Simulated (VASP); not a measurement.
# KF (P6_3/mmc) in VASP: a series of runs

Aim: see how the results for KF move with the level of theory and the settings. Levels: r2SCAN, PBE. Tasks: single point.

Everything below comes from runs of VASP 6.6.1. Logs are shortened: lines on timing, memory, paths and dates and some standing lists are left out, and cuts for length are marked.

## 1. The cell of the first run

The structure is hexagonal, space group P6_3/mmc (No. 194). Conventional cell: a = 4.691 Å, b = 4.691 Å, c = 5.514 Å, α = 90.00°, β = 90.00°, γ = 120.00°. Around K (site symmetry -6m2) lie 5 F at 2.71 to 2.76 Å. Around F (site symmetry -6m2) lie 5 K at 2.71 to 2.76 Å.

The cell was built by a generator and needn't be a form met in nature.

## 2. Single point, r2SCAN (hydrostatic strain +4.6%)

Input file POSCAR:

```
KF
1.0
    4.6913123191      0.0000000000      0.0000000000
   -2.3456561596      4.0627956454      0.0000000000
    0.0000000000      0.0000000000      5.5137752391
K F
2 2
Direct
    0.3333333333      0.6666666667     -0.0625000000
    0.6666666667      0.3333333333      0.4375000000
    0.3333333333      0.6666666667      0.4375000000
    0.6666666667      0.3333333333      0.9375000000
```

Input file INCAR.step1:

```
ALGO = Normal ; EDIFF = 1E-4
ENCUT = 520 ; GGA = PE
ISMEAR = 0 ; LASPH = True
LCHARG = False ; LREAL = False
LWAVE = True ; NBANDS = 24
NELM = 100 ; PREC = Accurate
SIGMA = 0.01
```

Input file INCAR.step2:

```
ALGO = Normal ; EDIFF = 1E-6
ENCUT = 520 ; ISIF = 2
ISMEAR = 0 ; ISTART = 1
LASPH = True ; LCHARG = False
LMIXTAU = True ; LREAL = False
LWAVE = False ; METAGGA = R2SCAN
NBANDS = 24 ; NELM = 100
PREC = Accurate ; SIGMA = 0.01
```

Input file KPOINTS:

```
k-points
0
Gamma
  6 6 6
```

Potentials or basis: VASP PAW PBE potentials, release 64 (K_sv, F).

Launch:

```bash
> cat potpaw_PBE.64/K_sv/POTCAR potpaw_PBE.64/F/POTCAR > POTCAR
> cp INCAR.step1 INCAR
> mpirun -np 1 vasp_std > vasp.out
> cp INCAR.step2 INCAR
> mpirun -np 1 vasp_std > vasp.out
```

OUTCAR:

```text
EDIFF = 1E-6
   ENCUT = 520
   ISIF = 2
   ISMEAR = 0
   ISTART = 1
   LASPH = True
   LREAL = False
   METAGGA = R2SCAN
   NELM = 100
   PREC = Accurate

 ion  position               nearest neighbor table
   1  0.333  0.667  0.938-   4 2.71   4 2.71   4 2.71   3 2.76   3 2.76
   2  0.667  0.333  0.438-   3 2.71   3 2.71   3 2.71   4 2.76   4 2.76
   3  0.333  0.667  0.438-   2 2.71   2 2.71   2 2.71   1 2.76   1 2.76
   4  0.667  0.333  0.938-   1 2.71   1 2.71   1 2.71   2 2.76   2 2.76

  LATTYP: Found a hexagonal cell.
 ALAT       =     4.6913123191
 C/A-ratio  =     1.1753161725

  Lattice vectors:

 A1 = (   4.6913123191,   0.0000000000,   0.0000000000)
 A2 = (  -2.3456561596,   4.0627956454,   0.0000000000)
 A3 = (   0.0000000000,   0.0000000000,   5.5137752391)

Analysis of symmetry for initial positions (statically):
=====================================================================
 Subroutine PRICEL returns:
 Original cell was already a primitive cell.

 Routine SETGRP: Setting up the symmetry group for a
 hexagonal supercell.

 Subroutine GETGRP returns: Found 24 space group operations
 (whereof  6 operations were pure point group operations)
 out of a pool of 24 trial point group operations.

The static configuration has the point symmetry C_3v.
 The point group associated with its full space group is D_6h.

Analysis of symmetry for dynamics (positions and initial velocities):
=====================================================================
 Subroutine PRICEL returns:
 Original cell was already a primitive cell.

 Routine SETGRP: Setting up the symmetry group for a
 hexagonal supercell.

 Subroutine GETGRP returns: Found 24 space group operations
 (whereof  6 operations were pure point group operations)
 out of a pool of 24 trial point group operations.

The dynamic configuration has the point symmetry C_3v.
 The point group associated with its full space group is D_6h.

 Subroutine INISYM returns: Found 24 space group operations
 (whereof  6 operations are pure point group operations),
 and found     1 'primitive' translations

----------------------------------------------------------------------------------------

                                     Primitive cell

  volume of cell :     105.0917

  direct lattice vectors                    reciprocal lattice vectors
     4.691312319  0.000000000  0.000000000     0.213159971  0.123067967  0.000000000
    -2.345656160  4.062795645  0.000000000     0.000000000  0.246135934  0.000000000
     0.000000000  0.000000000  5.513775239     0.000000000  0.000000000  0.181363940

  length of vectors
     4.691312319  4.691312319  5.513775239     0.246135934  0.246135934  0.181363940

  position of ions in fractional coordinates (direct lattice)
     0.333333333  0.666666667  0.937500000
     0.666666667  0.333333333  0.437500000
     0.333333333  0.666666667  0.437500000
     0.666666667  0.333333333  0.937500000

  ion indices of the primitive-cell ions
   primitive index   ion index
                 1           1
                 2           2
                 3           3
                 4           4

----------------------------------------------------------------------------------------

 KPOINTS: k-points

Automatic generation of k-mesh.
 Grid dimensions read from file:
 generate k-points for:    6    6    6

 Generating k-lattice:

  Cartesian coordinates                     Fractional coordinates (reciprocal lattice)
     0.035526662  0.020511328  0.000000000     0.166666667  0.000000000  0.000000000
     0.000000000  0.041022656  0.000000000     0.000000000  0.166666667  0.000000000
     0.000000000  0.000000000  0.030227323     0.000000000  0.000000000  0.166666667

  Length of vectors
     0.041022656  0.041022656  0.030227323

  Shift w.r.t. Gamma in fractional coordinates (k-lattice)
     0.000000000  0.000000000  0.000000000

 Subroutine IBZKPT returns following result:
 ===========================================

 Found     28 irreducible k-points:

 Following reciprocal coordinates:
            Coordinates               Weight
  0.000000  0.000000  0.000000      1.000000
  0.166667  0.000000  0.000000      6.000000
  0.333333 -0.000000  0.000000      6.000000
  0.500000  0.000000  0.000000      3.000000
  0.166667  0.166667  0.000000      6.000000
  0.333333  0.166667  0.000000     12.000000
[... 16 lines left out ...]
  0.166667  0.000000  0.500000      6.000000
  0.333333 -0.000000  0.500000      6.000000
 [... further k-points ...]
   k-points           NKPTS =     28   k-points in BZ     NKDIM =     28   number of bands    NBANDS=     24
   number of dos      NEDOS =    301   number of ions     NIONS =      4
   total plane-waves  NPLWV =  54432
   dimension x,y,z NGX =    36 NGY =   36 NGZ =   42
   dimension x,y,z NGXF=    72 NGYF=   72 NGZF=   84
   ions per type =               2   2
   NGX,Y,Z   is equivalent  to a cutoff of  12.76, 12.76, 12.66 a.u.
   NGXF,Y,Z  is equivalent  to a cutoff of  25.51, 25.51, 25.33 a.u.
 SYSTEM =  unknown system
   PREC   = accura    normal or accurate (medium, high low for compatibility)
   ISTART =      1    job   : 0-new  1-cont  2-samecut
   ICHARG =      0    charge: 1-file 2-atom 10-const
   ISPIN  =      1    spin polarized calculation?
   LNONCOLLINEAR =      F non collinear calculations
   LSORBIT =      F    spin-orbit coupling
   LASPH  =      T    aspherical Exc in radial PAW
   ENCUT  =  520.0 eV  38.22 Ry    6.18 a.u.   8.72  8.72 10.25*2*pi/ulx,y,z
   NELM   =    100;   NELMIN=  2; NELMDL=  0     # of ELM steps
   EDIFF  = 0.1E-05   stopping-criterion for ELM
   LREAL  =      F    real-space projection
   EDIFFG = 0.1E-04   stopping-criterion for IOM
   NSW    =      0    number of steps for IOM
   IBRION =     -1    ionic relax: 0-MD 1-quasi-New 2-CG
   NFREE  =      0    steps in history (QN), initial steepest desc. (CG)
   ISIF   =      2    stress and relaxation
   ISYM   =      2    0-nonsym 1-usesym 2-fastsym
   POTIM  = 0.5000    time-step for ionic-motion
   TEBEG  =    0.0;   TEEND  =   0.0 temperature during run
   PSTRESS=    0.0 pullay stress
   NELECT =      32.0000    total number of electrons
   NUPDOWN=      -1.0000    fix difference up-down
   EMIN   =  10.00;   EMAX   =-10.00  energy-range for DOS
   EFERMI =   0.00;   METHOD = LEGACY
   ISMEAR =     0;   SIGMA  =   0.01  broadening in eV -4-tet -1-fermi 0-gaus
   EFERMI_NEDOS =   21; number of points for ismear=-14 and -15
   IALGO  =     38    algorithm
   IMIX   =      4    mixing-type and parameters
     AMIX     =   0.40;   BMIX     =  1.00
     AMIX_MAG =   1.60;   BMIX_MAG =  1.00
  volume/ion in A,a.u.               =      26.27       177.30
  Fermi-wavevector in a.u.,A,eV,Ry     =   1.101375  2.081298 16.504244  1.213028
  Thomas-Fermi vector in A             =   2.237802
   LORBIT       =      0    0 simple, 1 ext, 2 COOP (PROOUT), +10 PAW based schemes
   METAGGA = R2SCAN    functional components
   LHFCALC =     F    Hartree Fock is set to
   AEXX    =    0.0000 exact exchange contribution
   IVDW    =     0    specifies the selected vdW correction
   LEPSILON=     F    determine dielectric tensor
   LRPA    =     F    only Hartree local field effects (RPA)
 non-spin polarized calculation
 Gauss-broadening in eV      SIGMA  =   0.01
  energy-cutoff  :      520.00
  volume of cell :      105.09
 maximum number of plane-waves:      2859
 NGX is ok and might be reduce to    36
   NGX = 17   NGY = 17   NGZ = 21

 number of electron      31.9999981 magnetization

 Free energy of the ion-electron system (eV)
  ---------------------------------------------------
  ext. energy  EPLUGINS =         0.00000000
  ---------------------------------------------------
  free energy    TOTEN  =       -29.58698433 eV

  energy without entropy =      -29.58698433  energy(sigma->0) =      -29.58698433

 E-fermi :  -3.9265     XC(G=0):  -7.1893

 val. band max:       -4.0692435982   @ k =   0.0000   0.0000   0.0000
 cond. band min:       1.5236416827   @ k =   0.0000   0.0000   0.0000
 fundamental gap:      5.5928852808
 Fermi energy:        -3.9265356646

 k-point     1 :       0.0000    0.0000    0.0000
  band No.  band energies     occupation
      1     -31.6891      2.00000
      2     -31.6288      2.00000
      3     -23.7975      2.00000
      4     -23.7936      2.00000
      5     -14.5689      2.00000
      6     -14.4486      2.00000
[... 16 lines left out ...]
     23       7.1041      0.00000
     24       8.1758      0.00000

 k-point     2 :       0.1667    0.0000    0.0000
  band No.  band energies     occupation
      1     -31.6838      2.00000
      2     -31.6306      2.00000
      3     -23.8042      2.00000
      4     -23.8003      2.00000
      5     -14.5480      2.00000
      6     -14.4614      2.00000
[... 16 lines left out ...]
     23       7.2589      0.00000
     24       8.2733      0.00000

 k-point     3 :       0.3333   -0.0000    0.0000
  band No.  band energies     occupation
      1     -31.6711      2.00000
      2     -31.6363      2.00000
      3     -23.8169      2.00000
      4     -23.8141      2.00000
      5     -14.4951      2.00000
      6     -14.4850      2.00000
[... 16 lines left out ...]
     23       7.5351      0.00000
     24       7.6511      0.00000
[... 514 lines left out ...]
 k-point    23 :       0.1667    0.0000    0.5000
  band No.  band energies     occupation
      1     -31.6557      2.00000
      2     -31.6557      2.00000
      3     -23.8171      2.00000
      4     -23.8171      2.00000
      5     -14.3982      2.00000
      6     -14.3982      2.00000
[... 16 lines left out ...]
     23       8.3074      0.00000
     24       8.3074      0.00000

 k-point    24 :       0.3333   -0.0000    0.5000
  band No.  band energies     occupation
      1     -31.6521      2.00000
      2     -31.6521      2.00000
      3     -23.8306      2.00000
      4     -23.8306      2.00000
      5     -14.4087      2.00000
      6     -14.4087      2.00000
[... 16 lines left out ...]
     23       7.8145      0.00000
     24       7.8145      0.00000

 [... further k-points ...]

------------------------ aborting loop because EDIFF is reached ----------------------------------------

  FORCE on cell =-STRESS in cart. coord.  units (eV):
  Direction    XX          YY          ZZ          XY          YZ          ZX
  --------------------------------------------------------------------------------------
  -------------------------------------------------------------------------------------
  Total       -1.6760533     -1.6760533     -1.9842356      0.0000000     -0.0000000     -0.0000000
  in kB      -25.5523011    -25.5523011    -30.2507001      0.0000000     -0.0000000     -0.0000000
  external PRESSURE =     -27.1184341 kB  Pullay stress =       0.0000000 kB

 VOLUME and BASIS-vectors are now :
 -----------------------------------------------------------------------------
  energy-cutoff  :      520.00
  volume of cell :      105.09
      direct lattice vectors                 reciprocal lattice vectors
     4.691312319  0.000000000  0.000000000     0.213159971  0.123067967  0.000000000
    -2.345656160  4.062795645  0.000000000     0.000000000  0.246135934  0.000000000
     0.000000000  0.000000000  5.513775239     0.000000000  0.000000000  0.181363940

 POSITION                                       TOTAL-FORCE (eV/Angst)
 -----------------------------------------------------------------------------------
     -0.00000      2.70853      5.16916         0.000000     -0.000000      0.000000
      2.34566      1.35427      2.41228        -0.000000     -0.000000      0.000000
     -0.00000      2.70853      2.41228        -0.000000      0.000000     -0.000000
      2.34566      1.35427      5.16916         0.000000     -0.000000     -0.000000
 -----------------------------------------------------------------------------------
    total drift:                               -0.000001     -0.000000     -0.000113

  FREE ENERGIE OF THE ION-ELECTRON SYSTEM (eV)
  ---------------------------------------------------
  free  energy   TOTEN  =       -29.5869843313 eV

  energy  without entropy=      -29.5869843313  energy(sigma->0) =      -29.58698433
```

It took 3.8 min on 1 thread of Intel Xeon Platinum 8259CL at 2.50GHz (Skylake/Cascade Lake), shared host; peak memory 0.26 GiB.

What came out:

```
Free energy            : -29.5870 eV
Pressure               : -2.7 GPa
Band gap on the k mesh : 5.59 eV, direct
```

Levels at points of the mesh, in eV from the valence-band top:
| k point | band 12 | band 13 | band 14 | band 15 | band 16 | band 17 | band 18 | band 19 | band 20 | band 21 |
| --- | --- | --- | --- | --- | --- | --- | --- | --- | --- | --- |
| (0.00, 0.00, 0.00) | -0.24 | -0.22 | -0.22 | -0.20 | 0.00 | 5.59 | 10.12 | 10.87 | 10.90 | 10.90 |
| (0.50, 0.00, 0.00) | -0.26 | -0.18 | -0.14 | -0.09 | -0.08 | 7.45 | 9.11 | 9.17 | 10.04 | 11.11 |
| (0.00, 0.00, 0.50) | -0.37 | -0.25 | -0.25 | -0.25 | -0.25 | 7.11 | 7.11 | 11.20 | 11.20 | 11.20 |
| (0.50, 0.00, 0.50) | -0.49 | -0.21 | -0.21 | -0.15 | -0.15 | 8.17 | 8.17 | 10.57 | 10.57 | 11.25 |

Caveat: the PAW data sets were made with another functional, which shifts forces and pressure a little.

## 3. Single point, PBE (hydrostatic strain +4.6%)

Input file INCAR:

```
  PREC = Accurate
  ENCUT = 520
  EDIFF = 1E-7
  ISMEAR = -1
  SIGMA = 0.02
  LREAL = False
  LASPH = True
  NELM = 100
  ALGO = Normal
  ISIF = 2
  LWAVE = False
  LCHARG = False
  GGA = PE
  NBANDS = 24
```

Input file KPOINTS:

```
Automatic mesh
0
Gamma
  6 6 6
```

POSCAR is that of step 2.

Potentials or basis: VASP PAW PBE potentials, release 64 (K_sv, F).

Launch:

```bash
> cat potpaw_PBE.64/K_sv/POTCAR potpaw_PBE.64/F/POTCAR > POTCAR
> mpirun -np 1 vasp_std > vasp.out
```

OUTCAR:

```text
PREC = Accurate
   ENCUT = 520
   EDIFF = 1E-7
   ISMEAR = -1
   LREAL = False
   LASPH = True
   NELM = 100
   ISIF = 2
   GGA = PE

 ion  position               nearest neighbor table
   1  0.333  0.667  0.938-   4 2.71   4 2.71   4 2.71   3 2.76   3 2.76
   2  0.667  0.333  0.438-   3 2.71   3 2.71   3 2.71   4 2.76   4 2.76
   3  0.333  0.667  0.438-   2 2.71   2 2.71   2 2.71   1 2.76   1 2.76
   4  0.667  0.333  0.938-   1 2.71   1 2.71   1 2.71   2 2.76   2 2.76

  LATTYP: Found a hexagonal cell.
 ALAT       =     4.6913123191
 C/A-ratio  =     1.1753161725

  Lattice vectors:

 A1 = (   4.6913123191,   0.0000000000,   0.0000000000)
 A2 = (  -2.3456561596,   4.0627956454,   0.0000000000)
 A3 = (   0.0000000000,   0.0000000000,   5.5137752391)

Analysis of symmetry for initial positions (statically):
=====================================================================
 Subroutine PRICEL returns:
 Original cell was already a primitive cell.

 Routine SETGRP: Setting up the symmetry group for a
 hexagonal supercell.

[... 170 lines left out ...]

  energy without entropy =      -16.41571167  energy(sigma->0) =      -16.41571167

 E-fermi :  -3.0734     XC(G=0):  -6.8952

 val. band max:       -3.5835670403   @ k =   0.0000   0.0000   0.0000
 cond. band min:       1.3840759911   @ k =   0.0000   0.0000   0.0000
 fundamental gap:      4.9676430314
 Fermi energy:        -3.0734131461

 k-point     1 :       0.0000    0.0000    0.0000
  band No.  band energies     occupation
      1     -30.1792      2.00000
      2     -30.1178      2.00000
      3     -22.1716      2.00000
      4     -22.1707      2.00000
      5     -13.8369      2.00000
      6     -13.7094      2.00000
[... 637 lines left out ...]
     23       7.4511      0.00000
     24       7.4511      0.00000

 [... further k-points ...]

------------------------ aborting loop because EDIFF is reached ----------------------------------------

  FORCE on cell =-STRESS in cart. coord.  units (eV):
  Direction    XX          YY          ZZ          XY          YZ          ZX
  --------------------------------------------------------------------------------------
  -------------------------------------------------------------------------------------
  Total       -1.0645823     -1.0645823     -1.1507853      0.0000000      0.0000000      0.0000000
  in kB      -16.2301090    -16.2301090    -17.5443182      0.0000000      0.0000000      0.0000000
  external PRESSURE =     -16.6681788 kB  Pullay stress =       0.0000000 kB

 VOLUME and BASIS-vectors are now :
 -----------------------------------------------------------------------------
  energy-cutoff  :      520.00
  volume of cell :      105.09
      direct lattice vectors                 reciprocal lattice vectors
     4.691312319  0.000000000  0.000000000     0.213159971  0.123067967  0.000000000
    -2.345656160  4.062795645  0.000000000     0.000000000  0.246135934  0.000000000
     0.000000000  0.000000000  5.513775239     0.000000000  0.000000000  0.181363940

 POSITION                                       TOTAL-FORCE (eV/Angst)
 -----------------------------------------------------------------------------------
     -0.00000      2.70853      5.16916         0.000000      0.000000     -0.000000
      2.34566      1.35427      2.41228        -0.000000     -0.000000     -0.000000
     -0.00000      2.70853      2.41228         0.000000     -0.000000      0.000000
      2.34566      1.35427      5.16916        -0.000000      0.000000     -0.000000
 -----------------------------------------------------------------------------------
    total drift:                               -0.000001     -0.000000     -0.000113

  FREE ENERGIE OF THE ION-ELECTRON SYSTEM (eV)
  ---------------------------------------------------
  free  energy   TOTEN  =       -16.4157116658 eV

  energy  without entropy=      -16.4157116658  energy(sigma->0) =      -16.41571167
```

Wall time 65 s (1 thread of Intel Xeon Platinum 8259CL at 2.50GHz (Skylake/Cascade Lake), shared host); peak memory 0.25 GiB.

Results:

```yaml
Free_energy: -16.4157 eV
Pressure: -1.7 GPa
Band_gap_on_the_k_mesh: 4.97 eV, direct
```

Stress tensor (GPa, compression positive):
```
-1.62  0.00  0.00
 0.00 -1.62  0.00
 0.00  0.00 -1.75
```

A k mesh can miss the band edges.
